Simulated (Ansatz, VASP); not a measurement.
**BeTe: VASP beside Ansatz**

```
CELL_PARAMETERS angstrom
0.00000 2.68512 2.68512
2.68512 0.00000 2.68512
2.68512 2.68512 0.00000
ATOMIC_POSITIONS crystal
Be 0.00000 0.00000 0.00000
Te 0.75000 0.75000 0.75000
```

Alike in both runs: functional PBEsol; k mesh 8 × 8 × 8; no spin polarisation.

Ansatz relaxed the structure, and its values are those at the end. VASP's run is a single point on that final structure, the one shown.

|  | VASP | Ansatz |
| --- | --- | --- |
| version | VASP 6.6.1 | Ansatz 0.2.0 |
| potentials or method | VASP PAW PBE potentials, release 64 (Be, Te) | PAW with Ansatz's default frozen-core files, scalar-relativistic |
| plane-wave cutoff (eV) | 520 | 420 |
| occupations | gaussian, width 0.01 eV | fixed |
| valence electrons in the cell | 8 | 18 |

```tsv
	VASP	Ansatz	Ansatz less VASP
pressure (GPa)	10.4	10.0	-0.40
```

The two sets of potentials don't hold the same shells in valence.

Caveats: the PAW data sets were made with another functional, which shifts forces and pressure a little (VASP). A k mesh can miss the band edges.
